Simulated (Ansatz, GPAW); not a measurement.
**PbS: programs and potentials compared**

```
Pb S
1.0
     0.00000    2.96575    2.96575
     2.96575    0.00000    2.96575
     2.96575    2.96575    0.00000
Pb S
1 1
Direct
  0.00000 0.00000 0.00000
  0.50000 0.50000 0.50000
```

Alike in all runs: task band structure; functional revPBE; k mesh 8 × 8 × 8; occupations fermi-dirac, width 0.05 eV; no spin polarisation; no spin-orbit coupling. Pressure is positive in compression and, in plane waves, holds the error of the finite cutoff, which Ansatz's Pulay term estimates and takes out. Gaps are the smaller of the mesh's and the band path's.

| program and potentials | plane-wave cutoff (eV) | notes | band gap (eV) | pressure (GPa) |
| --- | --- | --- | --- | --- |
| Ansatz, Ansatz PAW | 420 | potentials made for PBE, which Ansatz adapts in part | 0.43 | 3.65 |
| GPAW, the program's PAW data sets (release 1.2.1) made for this functional | 600 | - | 0.38 | 3.41 |
| Ansatz, all-electron LAPW, scalar-relativistic | - | - | 0.43 | 3.66 |

The band gap spans 0.38 (GPAW, the program's PAW data sets (release 1.2.1) made for this functional) to 0.43 eV (Ansatz, Ansatz PAW), with all-electron results at 0.43. The pressure spans 3.41 (GPAW, the program's PAW data sets (release 1.2.1) made for this functional) to 3.66 GPa (Ansatz, all-electron LAPW, scalar-relativistic), with all-electron results at 3.66. Some sets were made for another functional than the one run, which can shift their rows. Spin-orbit coupling, left out here, moves the band edges of heavy atoms.

The functional is the same throughout but for its coding, so the spread measures potentials, basis and numerics; runs on potential files found faulty are left out.
